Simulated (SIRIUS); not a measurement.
# ZnSe (Stilleite) (F-43m) in SIRIUS: further runs

Runs on ZnSe (Stilleite). Level: PBE. Tasks: band structure.

Everything below comes from runs of SIRIUS 7.12.0. Logs are shortened: lines on timing, memory, paths and dates and some standing lists are left out, and cuts for length are marked. The log counts tension as positive stress, the text compression.

**Measured values to compare with.**

From “Alloy Disordering Effects on the Thermal Conductivity and Energy Gap Temperature Dependence of Cd1−xZnxSe Ternary Crystals Grown by the Bridgman Method”, 2023, pmc:10253836, for a bulk crystal of ZnSe at 300 K: band gap 2.695 ± 0.003 eV (an exciton energy, a little under the gap).

The runs below are set against these values where they give the same quantity.

**1. The structure**

The structure is cubic, space group F-43m (No. 216). Conventional cell: a = 5.668 Å, b = 5.668 Å, c = 5.668 Å, α = 90.00°, β = 90.00°, γ = 90.00°. Se (site symmetry -43m) has 4 Zn at 2.45 Å as nearest neighbours. Zn (site symmetry -43m) has 4 Se at 2.45 Å as nearest neighbours.

**2. Band structure, PBE**

sirius.json

```json
{
  "control": {
    "processing_unit": "cpu",
    "std_evp_solver_name": "lapack",
    "gen_evp_solver_name": "lapack",
    "verbosity": 2,
    "print_forces": true,
    "ortho_rf": true,
    "use_second_variation": true,
    "rmt_max": 3.0,
    "num_bands_to_print": 24,
    "save_wf": true
  },
  "parameters": {
    "electronic_structure_method": "full_potential_lapwlo",
    "xc_functionals": ["XC_GGA_X_PBE", "XC_GGA_C_PBE"],
    "core_relativity": "none",
    "valence_relativity": "none",
    "num_fv_states": 28,
    "smearing": "fermi_dirac",
    "smearing_width": 0.0018374661,
    "pw_cutoff": 20,
    "gk_cutoff": 3.68,
    "lmax_apw": 10,
    "lmax_rho": 8,
    "lmax_pot": 8,
    "num_mag_dims": 0,
    "auto_rmt": 0,
    "ngridk": [8, 8, 8],
    "shiftk": [0, 0, 0],
    "num_dft_iter": 80,
    "energy_tol": 1e-07,
    "density_tol": 1e-05,
    "use_symmetry": true
  },
  "settings": {"tol_ne": 1e-10},
  "iterative_solver": {"type": "exact"},
  "mixer": {"type": "anderson", "beta": 0.5, "max_history": 8},
  "unit_cell": {
    "lattice_vectors": [[0.0, 5.355105892, 5.355105892], [5.355105892, 0.0, 5.355105892], [5.355105892, 5.355105892, 0.0]],
    "atom_types": ["Se", "Zn"],
    "atom_files": {"Se": "Se.json", "Zn": "Zn.json"},
    "atoms": {"Se": [[0.75, 0.75, 0.75]], "Zn": [[0.0, 0.0, 0.0]]}
  }
}
```

Se.json

```json
{
  "name": "selenium",
  "symbol": "Se",
  "number": 34,
  "mass": 78.96,
  "rmin": 1e-06,
  "rmt": 2.28,
  "nrmt": 800,
  "rinf": 13.6,
  "core": "1s2s2p3s",
  "valence": [
    {"basis": [{"enu": -0.07, "dme": 0, "n": 0, "auto": 0}, {"enu": -0.07, "dme": 1, "n": 0, "auto": 0}]},
    {"l": 0, "n": 1, "basis": [{"enu": -0.1183, "dme": 0, "n": 0, "auto": 0}]},
    {"l": 1, "n": 2, "basis": [{"enu": 0.03, "dme": 0, "n": 0, "auto": 0}]},
    {"l": 2, "n": 3, "basis": [{"enu": 0.03, "dme": 0, "n": 0, "auto": 0}]},
    {"l": 3, "n": 4, "basis": [{"enu": 0.03, "dme": 0, "n": 0, "auto": 0}]}
  ],
  "lo": [
    {
      "l": 0,
      "basis": [{"enu": -0.1183, "dme": 0, "n": 0, "auto": 0}, {"enu": -0.1183, "dme": 1, "n": 0, "auto": 0}]
    },
    {
      "l": 0,
      "basis": [{"enu": -0.1183, "dme": 1, "n": 0, "auto": 0}, {"enu": -0.1183, "dme": 2, "n": 0, "auto": 0}]
    },
    {
      "l": 0,
      "basis": [{"enu": -0.1183, "dme": 0, "n": 0, "auto": 0}, {"enu": 2.1901, "dme": 0, "n": 0, "auto": 0}]
    },
    {"l": 1, "basis": [{"enu": 0.03, "dme": 0, "n": 0, "auto": 0}, {"enu": 0.03, "dme": 1, "n": 0, "auto": 0}]},
    {
      "l": 1,
      "basis": [{"enu": -5.3306, "dme": 0, "n": 3, "auto": 1}, {"enu": -5.3306, "dme": 1, "n": 3, "auto": 1}]
    },
    {
      "l": 1,
      "basis": [{"enu": -5.3306, "dme": 1, "n": 3, "auto": 1}, {"enu": 0.03, "dme": 0, "n": 0, "auto": 0}]
    },
    {"l": 1, "basis": [{"enu": 0.03, "dme": 0, "n": 0, "auto": 0}, {"enu": 3.5696, "dme": 0, "n": 0, "auto": 0}]},
    {"l": 2, "basis": [{"enu": 0.03, "dme": 0, "n": 0, "auto": 0}, {"enu": 0.03, "dme": 1, "n": 0, "auto": 0}]},
    {
      "l": 2,
      "basis": [{"enu": -1.6895, "dme": 0, "n": 3, "auto": 1}, {"enu": -1.6895, "dme": 1, "n": 3, "auto": 1}]
    },
    {
      "l": 2,
      "basis": [{"enu": -1.6895, "dme": 1, "n": 3, "auto": 1}, {"enu": 0.03, "dme": 0, "n": 0, "auto": 0}]
    },
    {"l": 2, "basis": [{"enu": 0.03, "dme": 0, "n": 0, "auto": 0}, {"enu": 4.0312, "dme": 0, "n": 0, "auto": 0}]},
    {"l": 3, "basis": [{"enu": 0.03, "dme": 0, "n": 0, "auto": 0}, {"enu": 0.03, "dme": 1, "n": 0, "auto": 0}]},
    {"l": 3, "basis": [{"enu": 0.03, "dme": 0, "n": 0, "auto": 0}, {"enu": 3.3772, "dme": 0, "n": 0, "auto": 0}]}
  ],
  "free_atom": [... radial grid and density of the free atom, the start of the SCF ...]
}
```

Zn.json

```json
{
  "name": "zinc",
  "symbol": "Zn",
  "number": 30,
  "mass": 65.38,
  "rmin": 1e-06,
  "rmt": 2.28,
  "nrmt": 800,
  "rinf": 14.28,
  "core": "1s2s2p",
  "valence": [
    {"basis": [{"enu": -0.07, "dme": 0, "n": 0, "auto": 0}, {"enu": -0.07, "dme": 1, "n": 0, "auto": 0}]},
    {"l": 0, "n": 1, "basis": [{"enu": 0.03, "dme": 0, "n": 0, "auto": 0}]},
    {"l": 1, "n": 2, "basis": [{"enu": 0.03, "dme": 0, "n": 0, "auto": 0}]},
    {"l": 2, "n": 3, "basis": [{"enu": 0.002, "dme": 0, "n": 0, "auto": 0}]},
    {"l": 3, "n": 4, "basis": [{"enu": 0.03, "dme": 0, "n": 0, "auto": 0}]}
  ],
  "lo": [
    {"l": 0, "basis": [{"enu": 0.03, "dme": 0, "n": 0, "auto": 0}, {"enu": 0.03, "dme": 1, "n": 0, "auto": 0}]},
    {
      "l": 0,
      "basis": [{"enu": -4.4569, "dme": 0, "n": 3, "auto": 1}, {"enu": -4.4569, "dme": 1, "n": 3, "auto": 1}]
    },
    {
      "l": 0,
      "basis": [{"enu": -4.4569, "dme": 1, "n": 3, "auto": 1}, {"enu": 0.03, "dme": 0, "n": 0, "auto": 0}]
    },
    {"l": 0, "basis": [{"enu": 0.03, "dme": 0, "n": 0, "auto": 0}, {"enu": 3.1079, "dme": 0, "n": 0, "auto": 0}]},
    {"l": 1, "basis": [{"enu": 0.03, "dme": 0, "n": 0, "auto": 0}, {"enu": 0.03, "dme": 1, "n": 0, "auto": 0}]},
    {
      "l": 1,
      "basis": [{"enu": -2.7979, "dme": 0, "n": 3, "auto": 1}, {"enu": -2.7979, "dme": 1, "n": 3, "auto": 1}]
    },
    {
      "l": 1,
      "basis": [{"enu": -2.7979, "dme": 1, "n": 3, "auto": 1}, {"enu": 0.03, "dme": 0, "n": 0, "auto": 0}]
    },
    {"l": 1, "basis": [{"enu": 0.03, "dme": 0, "n": 0, "auto": 0}, {"enu": 3.5696, "dme": 0, "n": 0, "auto": 0}]},
    {"l": 2, "basis": [{"enu": 0.002, "dme": 0, "n": 0, "auto": 0}, {"enu": 0.002, "dme": 1, "n": 0, "auto": 0}]},
    {"l": 2, "basis": [{"enu": 0.002, "dme": 1, "n": 0, "auto": 0}, {"enu": 0.002, "dme": 2, "n": 0, "auto": 0}]},
    {
      "l": 2,
      "basis": [{"enu": 0.002, "dme": 0, "n": 0, "auto": 0}, {"enu": 3.0029, "dme": 0, "n": 0, "auto": 0}]
    },
    {"l": 3, "basis": [{"enu": 0.03, "dme": 0, "n": 0, "auto": 0}, {"enu": 0.03, "dme": 1, "n": 0, "auto": 0}]},
    {"l": 3, "basis": [{"enu": 0.03, "dme": 0, "n": 0, "auto": 0}, {"enu": 3.3772, "dme": 0, "n": 0, "auto": 0}]}
  ],
  "free_atom": [... radial grid and density of the free atom, the start of the SCF ...]
}
```

sirius_start.json

```json
{
  "control": {
    "processing_unit": "cpu",
    "std_evp_solver_name": "lapack",
    "gen_evp_solver_name": "lapack",
    "verbosity": 1,
    "print_forces": false,
    "ortho_rf": true,
    "use_second_variation": true,
    "rmt_max": 3.0,
    "num_bands_to_print": 24,
    "save_wf": false
  },
  "parameters": {
    "electronic_structure_method": "full_potential_lapwlo",
    "xc_functionals": ["XC_LDA_X", "XC_LDA_C_PW"],
    "core_relativity": "none",
    "valence_relativity": "none",
    "num_fv_states": 28,
    "smearing": "fermi_dirac",
    "smearing_width": 0.0055123983,
    "pw_cutoff": 20,
    "gk_cutoff": 2.95,
    "lmax_apw": 10,
    "lmax_rho": 8,
    "lmax_pot": 8,
    "num_mag_dims": 0,
    "auto_rmt": 0,
    "ngridk": [3, 3, 3],
    "shiftk": [0, 0, 0],
    "num_dft_iter": 30,
    "energy_tol": 0.01,
    "density_tol": 0.05,
    "use_symmetry": true
  },
  "settings": {"tol_ne": 1e-10},
  "iterative_solver": {"type": "exact"},
  "mixer": {"type": "anderson", "beta": 0.5, "max_history": 8},
  "unit_cell": {
    "lattice_vectors": [[0.0, 5.355105892, 5.355105892], [5.355105892, 0.0, 5.355105892], [5.355105892, 5.355105892, 0.0]],
    "atom_types": ["Se", "Zn"],
    "atom_files": {"Se": "Se.json", "Zn": "Zn.json"},
    "atoms": {"Se": [[0.75, 0.75, 0.75]], "Zn": [[0.0, 0.0, 0.0]]}
  }
}
```

sirius_bands.json

```json
{
  "control": {
    "processing_unit": "cpu",
    "std_evp_solver_name": "lapack",
    "gen_evp_solver_name": "lapack",
    "verbosity": 2,
    "print_forces": true,
    "ortho_rf": true,
    "use_second_variation": true,
    "rmt_max": 3.0,
    "num_bands_to_print": 24,
    "save_wf": true
  },
  "parameters": {
    "electronic_structure_method": "full_potential_lapwlo",
    "xc_functionals": ["XC_GGA_X_PBE", "XC_GGA_C_PBE"],
    "core_relativity": "none",
    "valence_relativity": "none",
    "num_fv_states": 28,
    "smearing": "fermi_dirac",
    "smearing_width": 0.0018374661,
    "pw_cutoff": 20,
    "gk_cutoff": 3.68,
    "lmax_apw": 10,
    "lmax_rho": 8,
    "lmax_pot": 8,
    "num_mag_dims": 0,
    "auto_rmt": 0,
    "ngridk": [8, 8, 8],
    "shiftk": [0, 0, 0],
    "num_dft_iter": 80,
    "energy_tol": 1e-07,
    "density_tol": 1e-05,
    "use_symmetry": true
  },
  "settings": {"tol_ne": 1e-10},
  "iterative_solver": {"type": "exact"},
  "mixer": {"type": "anderson", "beta": 0.5, "max_history": 8},
  "unit_cell": {
    "lattice_vectors": [[0.0, 5.355105892, 5.355105892], [5.355105892, 0.0, 5.355105892], [5.355105892, 5.355105892, 0.0]],
    "atom_types": ["Se", "Zn"],
    "atom_files": {"Se": "Se.json", "Zn": "Zn.json"},
    "atoms": {"Se": [[0.75, 0.75, 0.75]], "Zn": [[0.0, 0.0, 0.0]]}
  },
  "kpoints_rel": {
    "G": [0.0, 0.0, 0.0],
    "K": [0.375, 0.375, 0.75],
    "L": [0.5, 0.5, 0.5],
    "U": [0.625, 0.25, 0.625],
    "W": [0.5, 0.25, 0.75],
    "X": [0.5, 0.0, 0.5]
  },
  "kpoints_path": ["G", "X", "W", "K", "G", "L", "U", "W", "L", "K"]
}
```

Potentials or basis: all-electron FP-LAPW (no relativity for the valence, core without relativity), apw+lo standard.

Launch:

```
OMP_NUM_THREADS=1 sirius.scf --input=sirius_start.json --output=start.json
OMP_NUM_THREADS=1 sirius.scf --input=sirius.json --output=output.json --task=1
OMP_NUM_THREADS=1 sirius.scf --input=sirius_bands.json --output=bands_out.json --task=2
```

Log:

```text
[info] SIRIUS version : 7.12.0
[info] number of MPI ranks           : 1
[info] MPI grid                      : 1 1
[info] maximum number of OMP threads : 1
[fft] FFT context for density and potential
[fft] =====================================
[fft]   plane wave cutoff                     : 20
[fft]   grid size                             : 54 54 54   total : 157464
[fft]   grid limits                           : -26 27   -26 27   -26 27
[fft]   number of G-vectors within the cutoff : 41391
[fft]   number of G-shells                    : 1096
[fft] FFT context for coarse grid
[fft] =====================================
[fft]   plane wave cutoff                     : 7.36
[fft]   grid size                             : 20 20 20   total : 8000
[fft]   grid limits                           : -9 10   -9 10   -9 10
[fft]   number of G-vectors within the cutoff : 2085
[fft]   number of G-shells                    : 79
[unit cell] lattice vectors
[unit cell]   a1 :       0.0000000000      5.3551058920      5.3551058920
[unit cell]   a2 :       5.3551058920      0.0000000000      5.3551058920
[unit cell]   a3 :       5.3551058920      5.3551058920      0.0000000000
[unit cell] reciprocal lattice vectors
[unit cell]   b1 :      -0.5866536941      0.5866536941      0.5866536941
[unit cell]   b2 :       0.5866536941     -0.5866536941      0.5866536941
[unit cell]   b3 :       0.5866536941      0.5866536941     -0.5866536941
[unit cell] unit cell volume :       307.13844748 [a.u.^3]
[unit cell] 1/sqrt(omega)    :         0.05706015
[unit cell] MT volume        :        99.29403192 (32.33%)
[unit cell] IT volume        :       207.84441556 (67.67%)
[unit cell] number of atom types : 2
[unit cell] type id : 0 symbol : Se mt_radius :   2.280000 num_atoms : 1
[unit cell] type id : 1 symbol : Zn mt_radius :   2.280000 num_atoms : 1
[unit cell] total number of atoms : 2
[unit cell] number of symmetry classes : 2
[... 377 lines left out ...]
[generate_core_charge_density]   n,l,k : 2 1 2  energy :         -36.38910303
[find] Total energy                   :   -4180.56576732 (Ha),   -8361.13153464 (Ry)
[... 22 lines left out ...]
[find] valence_eval_sum               :     -74.47090540
[find] core_eval_sum                  :   -2330.71383742
[find] kinetic energy                 :    4177.90875307
[find] enuc                           :   -5011.77989381
[find] <rho|V^{XC}>                   :    -205.34604663
[find] <rho|E^{XC}>                   :    -157.82102437
[find] <mag|B^{XC}>                   :       0.00000000
[find] <rho|V^{H}>                    :   -6377.74744927
[find] smearing (-TS)                 :      -0.00000000
[find] SCF correction                 :      -0.00000504
[find] Total energy                   :   -4180.56589478 (Ha),   -8361.13178957 (Ry)
[find] Free energy (E-TS)             :   -4180.56589478 (Ha),   -8361.13178957 (Ry)
[find] band gap (eV)                  :       1.85118312
[find] Efermi                         :       0.15735456
[find] iteration : 7, RMS (target) : 5.2792e-06 (1.0000e-05) , energy difference (target) : -2.0995e-08 (1.0000e-07)
[find] converged after 8 SCF iterations!
Warning in function "check_num_electrons" at src/density/density.cpp:1179
wrong number of electrons
  obtained value : 64
  target value : 64
  difference : 1.09784e-05
  total core leakage : 9.19255e-06
    atom class : 0, core leakage : 9.19255e-06
    atom class : 1, core leakage : -4.18544e-15
[find] Charges and magnetic moments
[find] --------------------------------------------------------------------------------
[find] atom      charge    core leakage
[find] --------------------------------------------------------------------------------
[find]    0   32.197841    9.192548e-06
[find]    1   28.684889   -4.185442e-15
[find] total core leakage    : 9.19254802e-06
[find] interstitial charge   : 3.117260
[find] total charge          : 63.999989
[find] Energy
[find] --------------------------------------------------------------------------------
[find] valence_eval_sum               :     -74.47090540
[find] core_eval_sum                  :   -2330.71383742
[find] kinetic energy                 :    4177.90875307
[find] enuc                           :   -5011.77989381
[find] <rho|V^{XC}>                   :    -205.34604663
[find] <rho|E^{XC}>                   :    -157.82102437
[find] <mag|B^{XC}>                   :       0.00000000
[find] <rho|V^{H}>                    :   -6377.74744927
[find] smearing (-TS)                 :      -0.00000000
[find] SCF correction                 :      -0.00000504
[find] Total energy                   :   -4180.56589478 (Ha),   -8361.13178957 (Ry)
[find] Free energy (E-TS)             :   -4180.56589478 (Ha),   -8361.13178957 (Ry)
[find] band gap (eV)                  :       1.85118312
[find] Efermi                         :       0.15735456
[ground_state]
[ground_state] ==== total Forces in Ha/bohr =====
[ground_state] atom:    0, force:       0.0000000      0.0000000     -0.0000000
[ground_state] atom:    1, force:       0.0000000      0.0000000     -0.0000000
[ground_state] ==== contribution from density =====
[ground_state] atom:    0, force:       0.0000000      0.0000000     -0.0000000
[ground_state] atom:    1, force:       0.0000000      0.0000000     -0.0000000
[ground_state] ==== contribution from Hartree potential =====
[ground_state] atom:    0, force:       0.0000000      0.0000000      0.0000000
[ground_state] atom:    1, force:       0.0000000      0.0000000      0.0000000
[ground_state] ==== contribution from IBS =====
[ground_state] atom:    0, force:       0.0000000      0.0000000     -0.0000000
[ground_state] atom:    1, force:       0.0000000      0.0000000      0.0000000
```

Run time: 71 s. Hardware: 1 thread of Arm Neoverse V1, shared host; peak memory 0.46 GiB.

What came out:

```
Free energy                                       : -113758.9933 eV
Band gap on the k mesh                            : 1.85 eV, direct
Band gap along the path                           : 1.85 eV, direct
All electrons inside the program's atomic spheres : Se 32.20; Zn 28.68 (radii Se 2.28, Zn 2.28 bohr)
```

Levels at the corners of the path, in eV from the valence-band top:
```csv
point,band 18,band 19,band 20,band 21,band 22,band 23,band 24,band 25
Γ,-6.45,0.00,0.00,0.00,1.85,5.82,5.82,5.82
X,-6.24,-4.67,-2.17,-2.17,3.04,3.60,10.88,11.33
W,-6.12,-4.55,-2.77,-2.64,5.47,5.78,7.12,7.68
K,-6.15,-4.59,-3.08,-1.78,3.69,5.71,9.10,9.29
Γ,-6.45,0.00,0.00,0.00,1.85,5.82,5.82,5.82
L,-6.27,-5.13,-0.86,-0.86,2.88,6.37,6.37,8.61
U,-6.15,-4.59,-3.08,-1.78,3.69,5.71,9.10,9.29
W,-6.12,-4.55,-2.77,-2.64,5.47,5.78,7.12,7.68
L,-6.27,-5.13,-0.86,-0.86,2.88,6.37,6.37,8.61
K,-6.15,-4.59,-3.08,-1.78,3.69,5.71,9.10,9.29
```

Caveat: relativity is left out for the valence states, which matters for the heavier elements; relativity is left out for the core states.

**3. Band structure, PBE**

sirius.json, as its differences from that of step 2:

```diff
@@ -16,4 +16,4 @@
     "xc_functionals": ["XC_GGA_X_PBE", "XC_GGA_C_PBE"],
-    "core_relativity": "none",
-    "valence_relativity": "none",
+    "core_relativity": "dirac",
+    "valence_relativity": "zora",
     "num_fv_states": 28,
```

Se.json is that of step 2.

Zn.json is that of step 2.

sirius_start.json, as its differences from that of step 2:

```diff
@@ -16,4 +16,4 @@
     "xc_functionals": ["XC_LDA_X", "XC_LDA_C_PW"],
-    "core_relativity": "none",
-    "valence_relativity": "none",
+    "core_relativity": "dirac",
+    "valence_relativity": "zora",
     "num_fv_states": 28,
```

sirius_bands.json, as its differences from that of step 2:

```diff
@@ -16,4 +16,4 @@
     "xc_functionals": ["XC_GGA_X_PBE", "XC_GGA_C_PBE"],
-    "core_relativity": "none",
-    "valence_relativity": "none",
+    "core_relativity": "dirac",
+    "valence_relativity": "zora",
     "num_fv_states": 28,
```

Potentials or basis: all-electron FP-LAPW (ZORA valence), apw+lo standard.

Launch:

```
OMP_NUM_THREADS=1 sirius.scf --input=sirius_start.json --output=start.json
OMP_NUM_THREADS=1 sirius.scf --input=sirius.json --output=output.json --task=1
OMP_NUM_THREADS=1 sirius.scf --input=sirius_bands.json --output=bands_out.json --task=2
```

Run time: 69 s. Hardware: 1 thread of Arm Neoverse V1, shared host; peak memory 0.46 GiB.

The run converged. Its results:

* Free energy: -115006.9058 eV
* Band gap on the k mesh: 1.29 eV, direct
* Band gap along the path: 1.29 eV, direct
* All electrons inside the program's atomic spheres: Se 32.22; Zn 28.70 (radii Se 2.28, Zn 2.28 bohr)

Levels at the corners of the path, in eV from the valence-band top:
```tsv
point	band 18	band 19	band 20	band 21	band 22	band 23	band 24	band 25
Γ	-6.16	0.00	0.00	0.00	1.29	5.80	5.80	5.80
X	-5.98	-4.75	-2.19	-2.19	2.99	3.46	10.73	11.25
W	-5.87	-4.69	-2.76	-2.66	5.48	5.55	6.97	7.72
K	-5.90	-4.72	-3.08	-1.79	3.59	5.60	9.05	9.27
Γ	-6.16	0.00	0.00	0.00	1.29	5.80	5.80	5.80
L	-6.01	-5.23	-0.87	-0.87	2.54	6.39	6.39	8.57
U	-5.90	-4.72	-3.08	-1.79	3.59	5.60	9.05	9.27
W	-5.87	-4.69	-2.76	-2.66	5.48	5.55	6.97	7.72
L	-6.01	-5.23	-0.87	-0.87	2.54	6.39	6.39	8.57
K	-5.90	-4.72	-3.08	-1.79	3.59	5.60	9.05	9.27
```

(Part 1 of 2 ends here.)
